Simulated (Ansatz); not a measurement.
The following input was run with Ansatz 0.2.0.

```yaml
crystal:
  lattice:
    - [6.4475937667, 0.0, 0.0]
    - [0.0, 6.4475937667, 0.0]
    - [0.0, 0.0, 22.9523372748]
  atoms:
    - { symbol: Zr, position: [0.25, 0.25, 0.3485483811] }
    - { symbol: Zr, position: [0.25, 0.75, 0.3485483811] }
    - { symbol: Zr, position: [0.75, 0.25, 0.3485483811] }
    - { symbol: Zr, position: [0.75, 0.75, 0.3485483811] }
    - { symbol: "N", position: [0.5, 0.5, 0.3485483811] }
    - { symbol: "N", position: [0.5, 0.0, 0.3485483811] }
    - { symbol: "N", position: [0.0, 0.5, 0.3485483811] }
    - { symbol: "N", position: [0.0, 0.0, 0.3485483811] }
    - { symbol: Zr, position: [0.5, 0.5, 0.446170038] }
    - { symbol: Zr, position: [0.5, 0.0, 0.446170038] }
    - { symbol: Zr, position: [0.0, 0.5, 0.446170038] }
    - { symbol: Zr, position: [0.0, 0.0, 0.446170038] }
    - { symbol: "N", position: [0.75, 0.75, 0.4445220507] }
    - { symbol: "N", position: [0.75, 0.25, 0.4445220507] }
    - { symbol: "N", position: [0.25, 0.75, 0.4445220507] }
    - { symbol: "N", position: [0.25, 0.25, 0.4445220507] }
    - { symbol: Zr, position: [0.75, 0.75, 0.5402645414] }
    - { symbol: Zr, position: [0.75, 0.25, 0.5402645414] }
    - { symbol: Zr, position: [0.25, 0.75, 0.5402645414] }
    - { symbol: Zr, position: [0.25, 0.25, 0.5402645414] }
    - { symbol: "N", position: [0.0, 0.0, 0.5489583137] }
    - { symbol: "N", position: [0.0, 0.5, 0.5489583137] }
    - { symbol: "N", position: [0.5, 0.0, 0.5489583137] }
    - { symbol: "N", position: [0.5, 0.5, 0.5489583137] }
    - { symbol: "N", position: [0.5, 0.5, 0.6618008521] }
    - { symbol: H, position: [0.4912500772, 0.6498075106, 0.678932005] }
    - { symbol: H, position: [0.3746339735, 0.417514444, 0.678932005] }
    - { symbol: H, position: [0.6341159493, 0.4326780454, 0.678932005] }
    - { symbol: "N", position: [1.0, 1.0, 0.6618008521] }
    - { symbol: H, position: [0.8957147976, 1.1079048096, 0.678932005] }
    - { symbol: H, position: [0.9586940559, 0.8557282892, 0.678932005] }
    - { symbol: H, position: [1.1455911464, 1.0363669012, 0.678932005] }
basis:
  ecutwfc: 420
kpoints:
  mp_grid: { grid: [3, 3, 1] }
hamiltonian:
  xc: pbe
  dispersion: d3bj
scf:
  occupations: { method: gaussian, width: 0.1 }
output:
  forces: true
  eigenvalues: true
relax:
  adjacent_minimum: "off"
  f_tol: 0.04
  max_steps: 100
  constraints: [{ sites: [0, 1, 2, 3, 4, 5, 6, 7] }]
efield:
  axis: 3
  dipole_correction: true
  ramp_width: 0.04
```

Launched with
```bash
ansatz run input.yaml --threads 4 --pin off --max-ram 10240MiB --backend cpu --events-out ev --progress --plain --runs-dir out
```

Level of theory: DFT PBE+D3(BJ), scalar-relativistic, plane waves, PAW in Ansatz 0.2.0.

From the run's log, abridged (iterations and final results):

```
SCF iter   1: F=—  HF=-55720.032669 eV  |F-HF|=—  |Δ(HF+E_count)|=         —  Δρ=3.01e-3  dr2=2.15e0  ethr=1.77e-3  p=0.122 e·Å  D=2.31e-2 V/Å  ΔV_dip=-0.53 eV  dr2_dipole=1.54e0  V_vac-E_F(+/−)=2.15/2.68 eV  ⟨swp⟩=9.4  Hψ=3547  notcnv=0
efield: sawtooth ramp at fractional position 0.9937 (placed from the atoms, in the widest stretch of the axis that holds none; the zero of the levels goes with the place), width 0.0400; the density the first Hamiltonian is built on has a dipole p = 0.122 e·Å; the dipole correction subtracts the counter field D = 2.31e-2 V/Å, which shifts the + side's vacuum level by -0.53 eV against the − side's; the planar-averaged density in the ramp window peaks in size at 9.6e-5 e/Å³
SCF iter   2: F=—  HF=-55720.059367 eV  |F-HF|=—  |Δ(HF+E_count)|=   2.67e-2  Δρ=3.25e-3  dr2=2.42e0  ethr=9.78e-4  p=-0.010 e·Å  D=-1.95e-3 V/Å  ΔV_dip=0.04 eV  dr2_dipole=1.34e0  V_vac-E_F(+/−)=2.47/2.43 eV  ⟨swp⟩=2.0  Hψ=866  notcnv=0  defer=98
SCF iter   3: F=—  HF=-55719.967178 eV  |F-HF|=—  |Δ(HF+E_count)|=   9.22e-2  Δρ=4.81e-4  dr2=8.74e-3  ethr=9.78e-4  p=0.041 e·Å  D=7.76e-3 V/Å  ΔV_dip=-0.18 eV  dr2_dipole=2.91e-3  V_vac-E_F(+/−)=2.39/2.57 eV  ⟨swp⟩=2.0  Hψ=654  notcnv=0  defer=98
SCF iter   4: F=—  HF=-55719.969279 eV  |F-HF|=—  |Δ(HF+E_count)|=   2.10e-3  Δρ=2.74e-4  dr2=4.53e-3  ethr=3.97e-6  p=0.054 e·Å  D=1.03e-2 V/Å  ΔV_dip=-0.24 eV  dr2_dipole=3.02e-3  V_vac-E_F(+/−)=2.35/2.59 eV  ⟨swp⟩=2.0  Hψ=1044  notcnv=0  defer=64
SCF iter   5: F=—  HF=-55719.969501 eV  |F-HF|=—  |Δ(HF+E_count)|=   2.21e-4  Δρ=2.28e-4  dr2=1.10e-3  ethr=2.06e-6  p=0.061 e·Å  D=1.16e-2 V/Å  ΔV_dip=-0.27 eV  dr2_dipole=1.63e-4  V_vac-E_F(+/−)=2.33/2.60 eV  ⟨swp⟩=2.0  Hψ=830  notcnv=0  defer=64
SCF iter   6: F=—  HF=-55719.969528 eV  |F-HF|=—  |Δ(HF+E_count)|=   2.71e-5  Δρ=1.10e-4  dr2=2.67e-4  ethr=5.01e-7  p=0.067 e·Å  D=1.27e-2 V/Å  ΔV_dip=-0.29 eV  dr2_dipole=9.26e-5  V_vac-E_F(+/−)=2.31/2.60 eV  ⟨swp⟩=2.4  Hψ=892  notcnv=0  defer=64
SCF iter   7: F=—  HF=-55719.969532 eV  |F-HF|=—  |Δ(HF+E_count)|=   4.52e-6  Δρ=5.56e-5  dr2=7.16e-5  ethr=1.21e-7  p=0.070 e·Å  D=1.33e-2 V/Å  ΔV_dip=-0.30 eV  dr2_dipole=1.10e-6  V_vac-E_F(+/−)=2.30/2.60 eV  ⟨swp⟩=2.2  Hψ=889  notcnv=0  defer=64
SCF iter   8: F=-55719.969508 eV  HF=-55719.969532 eV  |F-HF|=2.43e-5  |Δ(HF+E_count)|=   5.34e-8  Δρ=3.05e-5  dr2=3.07e-5  ethr=1.82e-8  p=0.071 e·Å  D=1.35e-2 V/Å  ΔV_dip=-0.31 eV  dr2_dipole=1.66e-6  V_vac-E_F(+/−)=2.29/2.60 eV  ⟨swp⟩=20.6  Hψ=3877  notcnv=0
WARN: efield: at this solve's end the planar-averaged density reaches 1.39e-5 e/Å³ inside the ramp window [0.9502, 0.0773] (bound 1e-5 e/Å³); by the running means of the window's planes the mean density over a ramp is at most 1.38e-5 e/Å³, which is held to the bound (the quickstart, § The vacuum guard, A window that rings); the window's nearer edge stands 6.23 Å from this solve's nearest atom along the axis. Its work functions, free energy, forces, stress, dipole, levels and responses can be off, and this figure does not tell by how much. A short vacuum, a low `basis.ecutwfc` or `basis.ecutrho_ratio` and negative occupations (`scf.occupations.method`) can put density there. See the manual's  ...
SCF 1 converged in 8 iterations: F = -55719.969508 eV  dr2 = 3.07e-5
relax step   1: F+E_penalty+E_count = -55719.96950782 eV  Δ(F+E_penalty+E_count) = +0.000e0 eV  max|allowed force component| = 1.499e0 eV/Å  Δτ_max = 0.0000 Å  (8 SCF iters, dr2 threshold 4.00e-5 eV, accepted)
Initial density: handed on by an earlier stage of this run
Initial wavefunctions: those handed on with the density
SCF iter   1: F=—  HF=-55720.677107 eV  |F-HF|=—  |Δ(HF+E_count)|=         —  Δρ=1.38e-2  dr2=1.33e0  ethr=6.24e-4  p=0.071 e·Å  D=1.35e-2 V/Å  ΔV_dip=-0.31 eV  dr2_dipole=7.73e-2  V_vac-E_F(+/−)=2.27/2.58 eV  ⟨swp⟩=1.0  Hψ=2694  notcnv=0  defer=62
efield: sawtooth ramp at fractional position 0.9937 (handed on by an earlier solve), width 0.0400; the density the first Hamiltonian is built on has a dipole p = 0.071 e·Å; the dipole correction subtracts the counter field D = 1.35e-2 V/Å, which shifts the + side's vacuum level by -0.31 eV against the − side's; the planar-averaged density in the ramp window peaks in size at 1.2e-5 e/Å³
SCF iter   2: F=—  HF=-55720.622027 eV  |F-HF|=—  |Δ(HF+E_count)|=   5.51e-2  Δρ=5.86e-3  dr2=1.10e0  ethr=6.04e-4  p=0.062 e·Å  D=1.17e-2 V/Å  ΔV_dip=-0.27 eV  dr2_dipole=2.65e-1  V_vac-E_F(+/−)=2.31/2.58 eV  ⟨swp⟩=3.0  Hψ=1014  notcnv=0  defer=62
SCF iter   3: F=—  HF=-55720.490134 eV  |F-HF|=—  |Δ(HF+E_count)|=   1.32e-1  Δρ=2.59e-3  dr2=1.03e-1  ethr=4.98e-4  p=0.059 e·Å  D=1.12e-2 V/Å  ΔV_dip=-0.26 eV  dr2_dipole=1.74e-2  V_vac-E_F(+/−)=2.29/2.55 eV  ⟨swp⟩=2.0  Hψ=952  notcnv=0  defer=62
SCF iter   4: F=—  HF=-55720.475348 eV  |F-HF|=—  |Δ(HF+E_count)|=   1.48e-2  Δρ=7.12e-4  dr2=7.46e-3  ethr=4.68e-5  p=0.066 e·Å  D=1.25e-2 V/Å  ΔV_dip=-0.29 eV  dr2_dipole=1.82e-3  V_vac-E_F(+/−)=2.27/2.55 eV  ⟨swp⟩=2.0  Hψ=1091  notcnv=0  defer=85
SCF iter   5: F=—  HF=-55720.474561 eV  |F-HF|=—  |Δ(HF+E_count)|=   7.86e-4  Δρ=1.83e-4  dr2=6.62e-4  ethr=3.39e-6  p=0.069 e·Å  D=1.31e-2 V/Å  ΔV_dip=-0.30 eV  dr2_dipole=2.80e-5  V_vac-E_F(+/−)=2.25/2.55 eV  ⟨swp⟩=2.4  Hψ=893  notcnv=0  defer=85
SCF iter   6: F=—  HF=-55720.474627 eV  |F-HF|=—  |Δ(HF+E_count)|=   6.58e-5  Δρ=1.24e-4  dr2=3.21e-4  ethr=3.01e-7  p=0.073 e·Å  D=1.38e-2 V/Å  ΔV_dip=-0.32 eV  dr2_dipole=5.95e-5  V_vac-E_F(+/−)=2.23/2.55 eV  ⟨swp⟩=2.6  Hψ=929  notcnv=0  defer=85
SCF iter   7: F=—  HF=-55720.474623 eV  |F-HF|=—  |Δ(HF+E_count)|=   3.93e-6  Δρ=9.15e-5  dr2=1.63e-4  ethr=1.46e-7  p=0.075 e·Å  D=1.42e-2 V/Å  ΔV_dip=-0.33 eV  dr2_dipole=1.71e-6  V_vac-E_F(+/−)=2.22/2.55 eV  ⟨swp⟩=2.0  Hψ=916  notcnv=0  defer=85
SCF iter   8: F=-55720.474580 eV  HF=-55720.474612 eV  |F-HF|=3.14e-5  |Δ(HF+E_count)|=   1.17e-5  Δρ=2.54e-5  dr2=3.74e-5  ethr=4.55e-8  p=0.076 e·Å  D=1.45e-2 V/Å  ΔV_dip=-0.33 eV  dr2_dipole=6.14e-6  V_vac-E_F(+/−)=2.22/2.55 eV  ⟨swp⟩=17.4  Hψ=3921  notcnv=0
WARN: efield: at this solve's end the planar-averaged density reaches 1.15e-5 e/Å³ inside the ramp window [0.9502, 0.0773] (bound 1e-5 e/Å³); the window's nearer edge stands 6.04 Å from this solve's nearest atom along the axis. Its work functions, free energy, forces, stress, dipole, levels and responses can be off, and this figure does not tell by how much. A short vacuum, a low `basis.ecutwfc` or `basis.ecutrho_ratio` and negative occupations (`scf.occupations.method`) can put density there. See the manual's quickstart, § The vacuum guard
SCF 2 converged in 8 iterations: F = -55720.474580 eV  dr2 = 3.74e-5
   ...
WARN: efield: at this solve's end the planar-averaged density reaches 1.21e-5 e/Å³ inside the ramp window [0.9502, 0.0773] (bound 1e-5 e/Å³); the window's nearer edge stands 6.23 Å from this solve's nearest atom along the axis. Its work functions, free energy, forces, stress, dipole, levels and responses can be off, and this figure does not tell by how much. A short vacuum, a low `basis.ecutwfc` or `basis.ecutrho_ratio` and negative occupations (`scf.occupations.method`) can put density there. See the manual's quickstart, § The vacuum guard
SCF 32 converged in 5 iterations: F = -55722.452127 eV  dr2 = 4.55e-6
relax step  32: F+E_penalty+E_count = -55722.45212703 eV  Δ(F+E_penalty+E_count) = -1.810e-3 eV  max|allowed force component| = 5.062e-3 eV/Å  Δτ_max = 0.0249 Å  (5 SCF iters, dr2 threshold 7.31e-6 eV, accepted)
SCF iter   1: F=—  HF=-55722.451953 eV  |F-HF|=—  |Δ(HF+E_count)|=         —  Δρ=1.84e-5  dr2=4.62e-6  ethr=2.10e-9  p=0.086 e·Å  D=1.63e-2 V/Å  ΔV_dip=-0.37 eV  dr2_dipole=8.24e-9  V_vac-E_F(+/−)=2.05/2.43 eV  ⟨swp⟩=1.0  Hψ=1680  notcnv=0
efield: sawtooth ramp at fractional position 0.9937 (handed on by an earlier solve), width 0.0400; the density the first Hamiltonian is built on has a dipole p = 0.086 e·Å; the dipole correction subtracts the counter field D = 1.63e-2 V/Å, which shifts the + side's vacuum level by -0.37 eV against the − side's; the planar-averaged density in the ramp window peaks in size at 1.2e-5 e/Å³
SCF iter   2: F=—  HF=-55722.452133 eV  |F-HF|=—  |Δ(HF+E_count)|=   1.79e-4  Δρ=3.16e-5  dr2=1.94e-5  ethr=2.10e-9  p=0.086 e·Å  D=1.63e-2 V/Å  ΔV_dip=-0.37 eV  dr2_dipole=9.14e-7  V_vac-E_F(+/−)=2.05/2.43 eV  ⟨swp⟩=2.6  Hψ=1173  notcnv=0
SCF iter   3: F=—  HF=-55722.452130 eV  |F-HF|=—  |Δ(HF+E_count)|=   2.82e-6  Δρ=6.27e-6  dr2=5.25e-7  ethr=2.10e-9  p=0.086 e·Å  D=1.63e-2 V/Å  ΔV_dip=-0.37 eV  dr2_dipole=1.16e-8  V_vac-E_F(+/−)=2.05/2.43 eV  ⟨swp⟩=2.0  Hψ=1033  notcnv=0
SCF iter   4: F=—  HF=-55722.452130 eV  |F-HF|=—  |Δ(HF+E_count)|=   3.48e-8  Δρ=2.68e-6  dr2=1.02e-7  ethr=2.38e-10  p=0.086 e·Å  D=1.63e-2 V/Å  ΔV_dip=-0.37 eV  dr2_dipole=8.33e-10  V_vac-E_F(+/−)=2.05/2.43 eV  ⟨swp⟩=2.6  Hψ=941  notcnv=0
SCF iter   5: F=-55722.452130 eV  HF=-55722.452130 eV  |F-HF|=1.20e-8  |Δ(HF+E_count)|=   6.50e-9  Δρ=1.15e-6  dr2=1.87e-8  ethr=4.55e-11  p=0.086 e·Å  D=1.63e-2 V/Å  ΔV_dip=-0.37 eV  dr2_dipole=3.08e-11  V_vac-E_F(+/−)=2.05/2.43 eV  ⟨swp⟩=8.2  Hψ=2679  notcnv=0
WARN: efield: at this solve's end the planar-averaged density reaches 1.21e-5 e/Å³ inside the ramp window [0.9502, 0.0773] (bound 1e-5 e/Å³); the window's nearer edge stands 6.23 Å from this solve's nearest atom along the axis. Its work functions, free energy, forces, stress, dipole, levels and responses can be off, and this figure does not tell by how much. A short vacuum, a low `basis.ecutwfc` or `basis.ecutrho_ratio` and negative occupations (`scf.occupations.method`) can put density there. See the manual's quickstart, § The vacuum guard
SCF 33 converged in 5 iterations: F = -55722.452130 eV  dr2 = 1.87e-8
relax step  33: F+E_penalty+E_count = -55722.45212998 eV  Δ(F+E_penalty+E_count) = -2.945e-6 eV  max|allowed force component| = 5.125e-3 eV/Å  Δτ_max = 0.0000 Å  (5 SCF iters, accepted)
SCF converged after 5 iterations
Free energy (F): -55722.452130 eV
Harris-Foulkes:  -55722.452130 eV  (|F-HF|=1.20e-8)
Internal energy: -55722.421410 eV  (E = F + TS)
E sigma→0 (E₀):  -55722.436770 eV
Entropy (-TS):   -0.030720 eV (-0.960 meV/atom)
Fermi energy:    4.218294 eV
Dipole field:    D = 0.016269 V/Å  (p = 0.085788 e·Å, saw-weighted, corrected)
Work function:   Φ+ = 2.0532 eV   Φ− = 2.4266 eV
Levels:          The Fermi level and band energies are counted from a zero that moves with the ramp; work functions are not
Vacuum region:   at the solve's end the planar-averaged density reaches 1.21e-5 e/Å³ inside the ramp window [0.9502, 0.0773] (bound 1e-5 e/Å³)
--- Per-component energies (eV) ---
  E_band       = -3166.123010
  E_kinetic    = 5934.626875
  E_local      = -191743.671598  (includes V_loc(G=0)·N_el)
  E_nonlocal   = 1583.496414
  E_hartree    = 92866.154978
  E_xc         = -2853.083976
  E_vxc        = -3454.177595  (∫ρ·V_xc dr)
  E_paw        = -37223.835170  (= ΣΔE_a)
  E_vpaw       = -1223.037493  (= ΣTr[D̂ρ^β])
  E_aug_tail   = -0.006093  (compensation charges beyond the density's cutoff)
  E_efield     = 0.000698  (sawtooth field / dipole correction)
  E_vefield    = 4.341448  (∫n·V_field dr)
  E_ewald      = 75721.478660
  E_disp       = -7.582198  (pairwise vdW)
  E_smearing   = -0.030720  (= −TS)
--- Forces (eV/Å), atoms counted from 1 ---
  atom   1  Zr     0.00118387     0.00568152     1.40682484
  atom   2  Zr     0.00225466    -0.00872906     1.30496898
  atom   3  Zr     0.00106704    -0.00555934     1.40675845
  atom   4  Zr     0.00212115     0.00883864     1.30477597
  atom   5  N     -0.00473493    -0.02720502    -1.35537384
  atom   6  N      0.00819355     0.02772347    -1.35525886
  atom   7  N      0.00813603    -0.02780991    -1.35488712
  atom   8  N     -0.00477341     0.02722873    -1.35497024
  atom   9  Zr    -0.00286166    -0.00112650    -0.00127033
  atom  10  Zr     0.00099133     0.00026986    -0.00194943
  atom  11  Zr     0.00081510    -0.00058038    -0.00225437
  atom  12  Zr    -0.00313890    -0.00005034    -0.00203623
  atom  13  N      0.00124713     0.00070319     0.00015515
  atom  14  N      0.00011922    -0.00110893     0.00035622
  atom  15  N      0.00081388    -0.00109271    -0.00011349
  atom  16  N      0.00022323     0.00178184    -0.00005633
  atom  17  Zr    -0.00019802     0.00146447     0.00105816
  atom  18  Zr     0.00073769    -0.00047804     0.00032505
  atom  19  Zr     0.00120130    -0.00053597     0.00070816
  atom  20  Zr    -0.00070600     0.00011248     0.00114637
  atom  21  N      0.00052213     0.00019269    -0.00003026
  atom  22  N     -0.00025173    -0.00012417    -0.00054116
  atom  23  N     -0.00096603     0.00079650     0.00023341
  atom  24  N      0.00073244    -0.00121007     0.00018649
  atom  25  N     -0.00370990     0.00512465     0.00437698
  atom  26  H     -0.00192780    -0.00227606    -0.00298904
  atom  27  H     -0.00220852     0.00073087    -0.00113527
  atom  28  H     -0.00071657    -0.00232246     0.00066106
  atom  29  N     -0.00217494    -0.00408127     0.00260543
  atom  30  H     -0.00160589    -0.00028059    -0.00129490
  atom  31  H     -0.00128887     0.00192626    -0.00194621
  atom  32  H      0.00082701     0.00198445     0.00095736
--- Band table (eV; the first three rows and the last of 5) ---
  k-point 0: bands = ["-45.6741", "-45.6193", "-45.6077", "-45.5594", "-45.4606", "-45.4004", "-45.3702", "-45.3198", "-45.1494", "-45.1166", "-45.1163", "-45.0656", "-24.2546", "-24.2527", "-24.2085", "-24.2066", "-24.0744", "-24.0195", "-24.0131", "-23.9577", "-23.9540", "-23.8528", "-23.8137", "-23.7989", "-23.7959", "-23.7666", "-23.7326", "-23.5610", "-23.4848", "-23.4810", "-23.4405", "-23.4404", "-23.3611", "-23.3599", "-23.3202", "-23.3160", "-23.3004", "-23.2961", "-23.2408", "-23.1574", "-23.1544", "-23.1357", "-23.0922", "-23.0918", "-23.0297", "-23.0296", "-23.0273", "-23.0268", "-15.8131", "-15.5293", "-11.9738", "-11.7063", "-11.2141", "-10.9800", "-10.8090", "-10.5732", "-10.5 ...
  k-point 1: bands = ["-45.6637", "-45.6181", "-45.6113", "-45.5675", "-45.4517", "-45.3948", "-45.3797", "-45.3255", "-45.1411", "-45.1244", "-45.1039", "-45.0783", "-24.1813", "-24.1540", "-24.1439", "-24.0690", "-24.0622", "-24.0316", "-24.0276", "-23.9326", "-23.8716", "-23.8483", "-23.8169", "-23.8064", "-23.7593", "-23.7523", "-23.6919", "-23.6253", "-23.5772", "-23.5127", "-23.4975", "-23.4565", "-23.3890", "-23.3811", "-23.3805", "-23.3423", "-23.3003", "-23.2748", "-23.2479", "-23.1939", "-23.1845", "-23.1623", "-23.1622", "-23.1131", "-23.0742", "-23.0691", "-23.0242", "-23.0208", "-15.8125", "-15.5293", "-11.6443", "-11.4463", "-10.9499", "-10.8988", "-10.8804", "-10.7199", "-10.4 ...
  k-point 2: bands = ["-45.6604", "-45.6330", "-45.5957", "-45.5715", "-45.4457", "-45.4156", "-45.3578", "-45.3326", "-45.1410", "-45.1245", "-45.1037", "-45.0783", "-24.1830", "-24.1527", "-24.1413", "-24.0717", "-24.0622", "-24.0319", "-24.0261", "-23.9251", "-23.8658", "-23.8574", "-23.8278", "-23.8023", "-23.7722", "-23.7393", "-23.6919", "-23.6271", "-23.5719", "-23.5176", "-23.5012", "-23.4510", "-23.3932", "-23.3773", "-23.3709", "-23.3543", "-23.2973", "-23.2668", "-23.2485", "-23.1996", "-23.1836", "-23.1644", "-23.1620", "-23.1130", "-23.0719", "-23.0713", "-23.0240", "-23.0205", "-15.7452", "-15.6034", "-11.6442", "-11.4467", "-10.9485", "-10.9016", "-10.8787", "-10.7198", "-10.4 ...
  k-point 4: bands = ["-45.6507", "-45.6244", "-45.6056", "-45.5803", "-45.4376", "-45.4092", "-45.3664", "-45.3393", "-45.1317", "-45.1132", "-45.1129", "-45.0898", "-24.1019", "-24.1010", "-24.0476", "-24.0276", "-24.0103", "-24.0089", "-23.8893", "-23.8840", "-23.8656", "-23.8110", "-23.7932", "-23.7673", "-23.7463", "-23.7344", "-23.6765", "-23.6301", "-23.6196", "-23.6172", "-23.5560", "-23.5549", "-23.4780", "-23.4305", "-23.3983", "-23.3904", "-23.3406", "-23.3042", "-23.2623", "-23.2617", "-23.1610", "-23.1500", "-23.1495", "-23.1353", "-23.1292", "-23.0742", "-23.0729", "-23.0450", "-15.7448", "-15.6033", "-11.4390", "-11.3096", "-11.0535", "-11.0523", "-10.7028", "-10.5820", "-10.3 ...
--- Relaxed structure (33 steps of the walk, 33 accepted, 0 SCFs on fresh bases) ---
  F+E_penalty+E_count = -55722.45212998 eV   max|allowed force component| = 5.125e-3 eV/Å
  atoms:
    - { symbol: Zr, position: [0.25, 0.25, 0.34854838] }
    - { symbol: Zr, position: [0.25, 0.75000000, 0.34854838] }
    - { symbol: Zr, position: [0.75000000, 0.25, 0.34854838] }
    - { symbol: Zr, position: [0.75000000, 0.75000000, 0.34854838] }
    - { symbol: N, position: [0.5, 0.5, 0.34854838] }
    - { symbol: N, position: [0.5, 0.0, 0.34854838] }
    - { symbol: N, position: [0.0, 0.5, 0.34854838] }
    - { symbol: N, position: [0.0, 0.0, 0.34854838] }
    - { symbol: Zr, position: [0.50014821, 0.50159072, 0.44622919] }
    - { symbol: Zr, position: [0.50015851, -0.00161128, 0.44623431] }
    - { symbol: Zr, position: [0.00016049, 0.50160807, 0.44623602] }
    - { symbol: Zr, position: [0.00015073, -0.00158702, 0.44623204] }
    - { symbol: N, position: [0.75011844, 0.74976682, 0.44329865] }
    - { symbol: N, position: [0.75013611, 0.25015127, 0.44461482] }
    - { symbol: N, position: [0.25011844, 0.75023549, 0.44330100] }
    - { symbol: N, position: [0.25013664, 0.24983952, 0.44461485] }
    - { symbol: Zr, position: [0.75026623, 0.75042539, 0.54256186] }
    - { symbol: Zr, position: [0.75027812, 0.25086269, 0.54041327] }
    - { symbol: Zr, position: [0.25025187, 0.74954851, 0.54256401] }
    - { symbol: Zr, position: [0.25028821, 0.24911366, 0.54040937] }
    - { symbol: N, position: [0.00084321, 0.00111214, 0.54772573] }
    - { symbol: N, position: [-0.00019597, 0.49889907, 0.54774640] }
    - { symbol: N, position: [0.49981320, 0.00106805, 0.54773861] }
    - { symbol: N, position: [0.50084420, 0.49887887, 0.54771670] }
    - { symbol: N, position: [0.25434465, 0.69304973, 0.64776622] }
    - { symbol: H, position: [0.25624345, 0.81289018, 0.67713663] }
    - { symbol: H, position: [0.12945356, 0.59973744, 0.65675493] }
    - { symbol: H, position: [0.38304574, 0.60251646, 0.65452769] }
    - { symbol: N, position: [0.75406566, 0.80664163, 0.64777335] }
    - { symbol: H, position: [0.62904189, 0.89975178, 0.65677688] }
    - { symbol: H, position: [0.75603301, 0.68661530, 0.67708202] }
    - { symbol: H, position: [0.88264140, 0.89728053, 0.65460435] }
```

The relaxation met its thresholds.

It took 17 min on 4 threads of Arm Neoverse V1, with other jobs on the host, peak memory 2.8 GiB.